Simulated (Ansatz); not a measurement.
## Sensitivity of the gradients in AgBr with a Ag vacancy to the input

Cell: a supercell of AgBr (rock salt type, Fm-3m) built from a Materials Project structure (computed, not necessarily an observed phase), with all atoms left at the host's positions.

Space group Fm-3m (No. 225); a = 17.3530 Å.

```csv
site,Wyckoff,site symmetry,x,y,z
Ag1,48h,m.m2,0.1667,0.1667,0.0000
Ag4,32f,.3m,0.3333,0.1667,0.1667
Ag14,24e,4m.m,0.5000,0.5000,0.3333
Br27,32f,.3m,0.1667,0.1667,0.1667
Br29,24e,4m.m,0.5000,0.5000,0.1667
Br31,48i,m.m2,0.5000,0.3333,0.3333
Br40,4b,m-3m,0.5000,0.5000,0.5000
```

One atom of each set is listed; the run and its k-mesh use a cell of 53 atoms with edges of 12.27, 12.27, 12.27 Å.

Reference run. Method: Kohn–Sham DFT in Ansatz, PBE, plane waves and PAW, scalar-relativistic, 420 eV cutoff, Γ-centred 2×2×2 k-points, Fermi–Dirac smearing 0.01 eV, cell charge -1.

Problem. The input is changed as follows: `basis.ecutwfc`: not typed → 550 eV; `scf.occupations.width`: 0.01 → not typed; `scf.occupations.method`: fermi_dirac → tetrahedron. What happens to V_zz (10²¹ V/m²) and η?

Solution. 

```
site  V_zz reference  η reference  V_zz changed  η changed
 Ag1            0.62         0.07          0.61       0.07
Ag14           -1.13         0.00         -1.13       0.00
Br27           -0.55         0.00         -0.55       0.00
Br29          -10.48         0.00        -10.47       0.00
Br31           -1.23         0.39         -1.23       0.39
```

No V_zz moves by more than 0.01. Sites with |V_zz| of 0.02 or less aren't listed. SCF iterations: 9 and 9. New warnings: band table not solved further, slots ram shed, tetrahedron derivatives may miss energy slope.

On the reference run: The defect repeats with the cell of 53 atoms, so it feels its images: sites between two images don't show the values beside a lone defect, and zeros or small values of η there can come from the images' arrangement. A uniform background compensates the cell's charge. Without spin–orbit coupling (the program notes it for Ag) the gradients can shift somewhat, as the gap is small. With a gap of 0.8 eV on this mesh, small gradients can still move by 0.1 × 10²¹ V/m² or more as the k-mesh gets denser. The neighbours have not yet relaxed around the defect (largest force 0.20 eV/Å), so a real crystal will differ.
